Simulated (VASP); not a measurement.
# Ge (P6_3/mmc) in VASP: notebook

One crystal, Ge, is run at these levels: r2SCAN; tasks: single point.

Program: VASP 6.6.1. These are calculated values, not measurements. Logs are shortened: lines on timing, memory, paths and dates and some standing lists are left out, and cuts for length are marked.

### 1 Starting point

The structure is hexagonal, space group P6_3/mmc (No. 194). The conventional cell has a = 3.998 Å, b = 3.998 Å, c = 6.599 Å, α = 90.00°, β = 90.00°, γ = 120.00°. Around Ge (site symmetry 3m) lie 4 Ge at 2.45 to 2.47 Å.

This isn't the form of Ge at room conditions, which is diamond.

### 2 Single point, r2SCAN

Contents of INCAR:

```
SYSTEM = Ge
ADDGRID = .False.
ALGO = Normal
EDIFF = 1E-6
ENCUT = 400
ISIF = 2
ISMEAR = -5
LASPH = .True.
LCHARG = .False.
LMIXTAU = .True.
LREAL = .False.
LWAVE = .False.
METAGGA = R2SCAN
NBANDS = 36
NELM = 100
PREC = Accurate
SIGMA = 0.05
```

Contents of KPOINTS:

```
k-points
0
Gamma
  7 7 4
  0 0 0
```

Contents of POSCAR:

```
Ge
1.0
    3.9975858431      0.0000000000      0.0000000000
   -1.9987929216      3.4620108940      0.0000000000
    0.0000000000      0.0000000000      6.5993779500
Ge
4
Direct
    0.3333333333      0.6666666667      0.9370987500
    0.6666666667      0.3333333333      0.4370987500
    0.3333333333      0.6666666667      0.5629012500
    0.6666666667      0.3333333333      0.0629012500
```

Potentials or basis: VASP PAW PBE potentials, release 64 (Ge_d).

Command:

```console
cat potpaw_PBE.64/Ge_d/POTCAR > POTCAR
mpirun -np 1 vasp_std > vasp.out
```

OUTCAR:

```text
SYSTEM = Ge
   EDIFF = 1E-6
   ENCUT = 400
   ISIF = 2
   ISMEAR = -5
   LASPH = .True.
   LREAL = .False.
   METAGGA = R2SCAN
   NELM = 100
   PREC = Accurate

 Found     24 irreducible k-points:

 Following reciprocal coordinates:
            Coordinates               Weight
  0.000000  0.000000  0.000000      1.000000
  0.142857 -0.000000  0.000000      6.000000
  0.285714 -0.000000  0.000000      6.000000
  0.428571 -0.000000  0.000000      6.000000
  0.142857  0.142857  0.000000      6.000000
  0.285714  0.142857  0.000000     12.000000
   k-points           NKPTS =     24   k-points in BZ     NKDIM =     24   number of bands    NBANDS=     36
   number of dos      NEDOS =    301   number of ions     NIONS =      4
   total plane-waves  NPLWV =  37632
   dimension x,y,z NGX =    28 NGY =   28 NGZ =   48
   dimension x,y,z NGXF=    56 NGYF=   56 NGZF=   96
   ions per type =               4
   NGX,Y,Z   is equivalent  to a cutoff of  11.64, 11.64, 12.09 a.u.
   NGXF,Y,Z  is equivalent  to a cutoff of  23.29, 23.29, 24.18 a.u.
 SYSTEM =  Ge
   PREC   = accura    normal or accurate (medium, high low for compatibility)
   ISTART =      0    job   : 0-new  1-cont  2-samecut
   ICHARG =      2    charge: 1-file 2-atom 10-const
   ISPIN  =      1    spin polarized calculation?
   LNONCOLLINEAR =      F non collinear calculations
   LSORBIT =      F    spin-orbit coupling
   LASPH  =      T    aspherical Exc in radial PAW
   ENCUT  =  400.0 eV  29.40 Ry    5.42 a.u.   6.52  6.52 10.76*2*pi/ulx,y,z
   NELM   =    100;   NELMIN=  2; NELMDL= -5     # of ELM steps
   EDIFF  = 0.1E-05   stopping-criterion for ELM
   LREAL  =      F    real-space projection
   EDIFFG = 0.1E-04   stopping-criterion for IOM
   NSW    =      0    number of steps for IOM
   IBRION =     -1    ionic relax: 0-MD 1-quasi-New 2-CG
   NFREE  =      0    steps in history (QN), initial steepest desc. (CG)
   ISIF   =      2    stress and relaxation
   ISYM   =      2    0-nonsym 1-usesym 2-fastsym
   POTIM  = 0.5000    time-step for ionic-motion
   TEBEG  =    0.0;   TEEND  =   0.0 temperature during run
   PSTRESS=    0.0 pullay stress
   NELECT =      56.0000    total number of electrons
   NUPDOWN=      -1.0000    fix difference up-down
   EMIN   =  10.00;   EMAX   =-10.00  energy-range for DOS
   EFERMI =   0.00;   METHOD = LEGACY
   ISMEAR =    -5;   SIGMA  =   0.05  broadening in eV -4-tet -1-fermi 0-gaus
   EFERMI_NEDOS =   21; number of points for ismear=-14 and -15
   IALGO  =     38    algorithm
   IMIX   =      4    mixing-type and parameters
     AMIX     =   0.40;   BMIX     =  1.00
     AMIX_MAG =   1.60;   BMIX_MAG =  1.00
  volume/ion in A,a.u.               =      22.83       154.09
  Fermi-wavevector in a.u.,A,eV,Ry     =   1.390789  2.628209 26.317650  1.934293
  Thomas-Fermi vector in A             =   2.514690
   LORBIT       =      0    0 simple, 1 ext, 2 COOP (PROOUT), +10 PAW based schemes
   METAGGA = R2SCAN    functional components
   LHFCALC =     F    Hartree Fock is set to
   AEXX    =    0.0000 exact exchange contribution
   IVDW    =     0    specifies the selected vdW correction
   LEPSILON=     F    determine dielectric tensor
   LRPA    =     F    only Hartree local field effects (RPA)
 non-spin polarized calculation
 Fermi weights with tetrahedron method with Bloechl corrections
  energy-cutoff  :      400.00
  volume of cell :       91.33
 maximum number of plane-waves:      1696
 NGX is ok and might be reduce to    28
   NGX = 13   NGY = 13   NGZ = 21

 number of electron      56.0000020 magnetization

 Free energy of the ion-electron system (eV)
  ---------------------------------------------------
  ext. energy  EPLUGINS =         0.00000000
  ---------------------------------------------------
  free energy    TOTEN  =       -55.39107470 eV

  energy without entropy =      -55.39107470  energy(sigma->0) =      -55.39107470

 E-fermi :   4.9457     XC(G=0): -10.7683

 val. band max:        4.8949556397   @ k =   0.0000   0.0000   0.0000
 cond. band min:       4.9603040661   @ k =   0.0000   0.0000   0.0000
 fundamental gap:      0.0653484264
 Fermi energy:         4.9457477335

 k-point     1 :       0.0000    0.0000    0.0000
  band No.  band energies     occupation
      1     -20.7949      2.00000
      2     -20.7949      2.00000
      3     -20.7570      2.00000
      4     -20.7546      2.00000
      5     -20.7545      2.00000
      6     -20.7438      2.00000
      7     -20.7276      2.00000
      8     -20.7276      2.00000
      9     -20.6724      2.00000
     10     -20.6724      2.00000
     11     -20.5410      2.00000
     12     -20.5410      2.00000
     13     -20.5336      2.00000
     14     -20.5179      2.00000
     15     -20.5117      2.00000
     16     -20.5117      2.00000
     17     -20.4871      2.00000
     18     -20.4871      2.00000
     19     -20.4611      2.00000
     20     -20.4611      2.00000
     21      -8.5295      2.00000
     22      -6.3891      2.00000
     23      -3.1041      2.00000
     24       3.2138      2.00000
     25       3.2139      2.00000
     26       4.6055      2.00000
     27       4.8949      2.00000
     28       4.8950      2.00000
     29       4.9603      0.00000
     30       5.1373      0.00000
     31       7.1929      0.00000
     32       7.1930      0.00000
     33       7.7003      0.00000
     34       9.5961      0.00000
     35       9.5962      0.00000
     36      11.4753      0.00000

 k-point     2 :       0.1429   -0.0000    0.0000
  band No.  band energies     occupation
      1     -20.8063      2.00000
      2     -20.7986      2.00000
      3     -20.7680      2.00000
      4     -20.7613      2.00000
      5     -20.7542      2.00000
      6     -20.7300      2.00000
      7     -20.7171      2.00000
      8     -20.7063      2.00000
      9     -20.6620      2.00000
     10     -20.6578      2.00000
     11     -20.5596      2.00000
     12     -20.5588      2.00000
     13     -20.5547      2.00000
     14     -20.5236      2.00000
     15     -20.5068      2.00000
     16     -20.4995      2.00000
     17     -20.4979      2.00000
     18     -20.4839      2.00000
     19     -20.4540      2.00000
     20     -20.4477      2.00000
     21      -8.2984      2.00000
     22      -6.1483      2.00000
     23      -3.0855      2.00000
     24       1.5227      2.00000
     25       2.5286      2.00000
     26       2.7652      2.00000
     27       4.1786      2.00000
     28       4.4548      2.00000
     29       6.0769      0.00000
     30       6.4885      0.00000
     31       7.6375      0.00000
     32       7.8170      0.00000
     33       8.2648      0.00000
     34       9.9484      0.00000
     35      10.4922      0.00000
     36      11.1953      0.00000

 k-point     3 :       0.2857   -0.0000    0.0000
  band No.  band energies     occupation
      1     -20.8155      2.00000
      2     -20.8030      2.00000
      3     -20.7842      2.00000
      4     -20.7708      2.00000
      5     -20.7471      2.00000
      6     -20.7168      2.00000
      7     -20.6966      2.00000
      8     -20.6615      2.00000
      9     -20.6421      2.00000
     10     -20.6286      2.00000
     11     -20.5994      2.00000
     12     -20.5898      2.00000
     13     -20.5845      2.00000
     14     -20.5283      2.00000
     15     -20.5205      2.00000
     16     -20.5111      2.00000
     17     -20.4816      2.00000
     18     -20.4707      2.00000
     19     -20.4465      2.00000
     20     -20.4368      2.00000
     21      -7.6300      2.00000
     22      -5.4452      2.00000
     23      -3.4024      2.00000
     24       0.0544      2.00000
     25       0.1019      2.00000
     26       2.0487      2.00000
     27       3.1182      2.00000
     28       3.7409      2.00000
     29       5.8682      0.00000
     30       6.8700      0.00000
     31       8.3432      0.00000
     32       8.5925      0.00000
     33       8.9301      0.00000
     34      11.2456      0.00000
     35      12.1087      0.00000
     36      12.3091      0.00000

 k-point     4 :       0.4286   -0.0000    0.0000
  band No.  band energies     occupation
      1     -20.8126      2.00000
      2     -20.8040      2.00000
      3     -20.7985      2.00000
      4     -20.7756      2.00000
      5     -20.7325      2.00000
      6     -20.7110      2.00000
      7     -20.6813      2.00000
      8     -20.6391      2.00000
      9     -20.6289      2.00000
     10     -20.6217      2.00000
     11     -20.6102      2.00000
     12     -20.6043      2.00000
     13     -20.6024      2.00000
     14     -20.5378      2.00000
     15     -20.5273      2.00000
     16     -20.5263      2.00000
     17     -20.4726      2.00000
     18     -20.4568      2.00000
     19     -20.4435      2.00000
     20     -20.4386      2.00000
     21      -6.6999      2.00000
     22      -4.4411      2.00000
     23      -4.4387      2.00000
     24      -1.8073      2.00000
     25      -0.0462      2.00000
     26       1.6150      2.00000
     27       2.0740      2.00000
     28       3.3058      2.00000
     29       5.5707      0.00000
     30       6.7511      0.00000
     31       8.6634      0.00000
     32       8.7326      0.00000
     33       9.0853      0.00000
     34      11.1075      0.00000
     35      12.5618      0.00000
     36      13.7480      0.00000

 k-point     5 :       0.1429    0.1429    0.0000
  band No.  band energies     occupation
      1     -20.8129      2.00000
      2     -20.8065      2.00000
      3     -20.7779      2.00000
      4     -20.7728      2.00000
      5     -20.7454      2.00000
      6     -20.7215      2.00000
      7     -20.6899      2.00000
      8     -20.6831      2.00000
      9     -20.6450      2.00000
     10     -20.6389      2.00000
     11     -20.5840      2.00000
     12     -20.5820      2.00000
     13     -20.5773      2.00000
     14     -20.5385      2.00000
     15     -20.5146      2.00000
     16     -20.5055      2.00000
     17     -20.4806      2.00000
     18     -20.4796      2.00000
     19     -20.4435      2.00000
     20     -20.4400      2.00000
     21      -7.8465      2.00000
     22      -5.6743      2.00000
     23      -3.2243      2.00000
     24       0.4531      2.00000
     25       0.8111      2.00000
     26       1.7497      2.00000
     27       3.5394      2.00000
     28       3.5723      2.00000
     29       7.0126      0.00000
     30       7.1716      0.00000
     31       7.5624      0.00000
     32       8.6150      0.00000
     33       9.1886      0.00000
     34       9.8079      0.00000
     35      10.7991      0.00000
     36      12.1550      0.00000

 k-point     6 :       0.2857    0.1429    0.0000
  band No.  band energies     occupation
      1     -20.8150      2.00000
      2     -20.8109      2.00000
      3     -20.7927      2.00000
      4     -20.7840      2.00000
      5     -20.7254      2.00000
      6     -20.7022      2.00000
      7     -20.6750      2.00000
      8     -20.6424      2.00000
      9     -20.6304      2.00000
     10     -20.6227      2.00000
     11     -20.6112      2.00000
     12     -20.6038      2.00000
     13     -20.5992      2.00000
     14     -20.5504      2.00000
     15     -20.5363      2.00000
     16     -20.5254      2.00000
     17     -20.4644      2.00000
     18     -20.4627      2.00000
     19     -20.4387      2.00000
     20     -20.4355      2.00000
     21      -7.0062      2.00000
     22      -4.7772      2.00000
     23      -3.9926      2.00000
     24      -1.1051      2.00000
     25       0.0348      2.00000
     26       0.9083      2.00000
     27       2.5393      2.00000
     28       2.6552      2.00000
     29       6.9569      0.00000
     30       7.7239      0.00000
     31       7.8232      0.00000
     32       9.2758      0.00000
     33       9.3471      0.00000
     34      11.3326      0.00000
     35      11.3959      0.00000
     36      12.5012      0.00000

 [... further k-points ...]

------------------------ aborting loop because EDIFF is reached ----------------------------------------

  FORCE on cell =-STRESS in cart. coord.  units (eV):
  Direction    XX          YY          ZZ          XY          YZ          ZX
  --------------------------------------------------------------------------------------
  -------------------------------------------------------------------------------------
  Total       -0.1767278     -0.1767278     -0.2151145      0.0000000      0.0000000      0.0000000
  in kB       -3.1001746     -3.1001746     -3.7735583      0.0000000      0.0000000      0.0000000
  external PRESSURE =      -3.3246358 kB  Pullay stress =       0.0000000 kB

 VOLUME and BASIS-vectors are now :
 -----------------------------------------------------------------------------
  energy-cutoff  :      400.00
  volume of cell :       91.33
      direct lattice vectors                 reciprocal lattice vectors
     3.997585843  0.000000000  0.000000000     0.250150976  0.144424733  0.000000000
    -1.998792922  3.462010894  0.000000000     0.000000000  0.288849467  0.000000000
     0.000000000  0.000000000  6.599377950     0.000000000  0.000000000  0.151529433

 POSITION                                       TOTAL-FORCE (eV/Angst)
 -----------------------------------------------------------------------------------
     -0.00000      2.30801      6.18427        -0.000000      0.000000      0.001303
      1.99879      1.15400      2.88458         0.000000      0.000000      0.001303
     -0.00000      2.30801      3.71480        -0.000000      0.000000     -0.001303
      1.99879      1.15400      0.41511         0.000000     -0.000000     -0.001303
 -----------------------------------------------------------------------------------
    total drift:                               -0.000000      0.000000     -0.000000

  FREE ENERGIE OF THE ION-ELECTRON SYSTEM (eV)
  ---------------------------------------------------
  free  energy   TOTEN  =       -55.3910746986 eV

  energy  without entropy=      -55.3910746986  energy(sigma->0) =      -55.39107470
```

It took 2.9 min on 1 thread of Intel Xeon 6975P-C (Granite Rapids), shared host; peak memory 0.2 GiB.

The run converged, but some of its settings lie outside the range that counts as converged, so its numbers aren't taken as properties of the crystal.

Results:

* Free energy: -55.3911 eV
* Pressure: -0.3 GPa
* Band gap on the k mesh: 0.07 eV, direct

Caveat: the PAW data sets were made with another functional, which shifts forces and pressure a little; an odd mesh through Γ misses points on the zone boundary, where band edges often lie.

### 3 Single point, r2SCAN

INCAR, as its differences from that of step 2:

```diff
@@ -6,3 +6,3 @@
 ISIF = 2
-ISMEAR = -5
+ISMEAR = 0
 LASPH = .True.
```

Contents of KPOINTS:

```
k-points
0
Gamma
  8 8 4
  0 0 0
```

POSCAR is that of step 2.

Potentials or basis: VASP PAW PBE potentials, release 64 (Ge_d).

Command:

```console
cat potpaw_PBE.64/Ge_d/POTCAR > POTCAR
mpirun -np 1 vasp_std > vasp.out
```

It took 3.8 min on 1 thread of Intel Xeon 6975P-C (Granite Rapids), shared host; peak memory 0.21 GiB.

These settings aren't checked as converged: the numbers below hold their error.

Results:

| Quantity | Value |
| --- | --- |
| Free energy | -55.4005 eV |
| Pressure | -0.3 GPa |
| Band gap on the k mesh | 0.07 eV, direct |

Caveat: the PAW data sets were made with another functional, which shifts forces and pressure a little.

### 4 Single point, r2SCAN

INCAR, as its differences from that of step 3:

```diff
@@ -4,3 +4,3 @@
 EDIFF = 1E-6
-ENCUT = 400
+ENCUT = 500
 ISIF = 2
```

Contents of KPOINTS:

```
k-points
0
Gamma
  7 7 4
  0 0 0
```

POSCAR is that of step 3.

Command:

```console
cat potpaw_PBE.64/Ge_d/POTCAR > POTCAR
mpirun -np 1 vasp_std > vasp.out
```

It took 3.2 min on 1 thread of Intel Xeon 6975P-C (Granite Rapids), shared host; peak memory 0.22 GiB.

The run converged, but some of its settings lie outside the range that counts as converged, so its numbers aren't taken as properties of the crystal.

Results:

* Free energy: -55.4003 eV
* Pressure: -0.2 GPa
* Band gap on the k mesh: 0.06 eV, direct

Caveat: the PAW data sets were made with another functional, which shifts forces and pressure a little; an odd mesh through Γ misses points on the zone boundary, where band edges often lie.
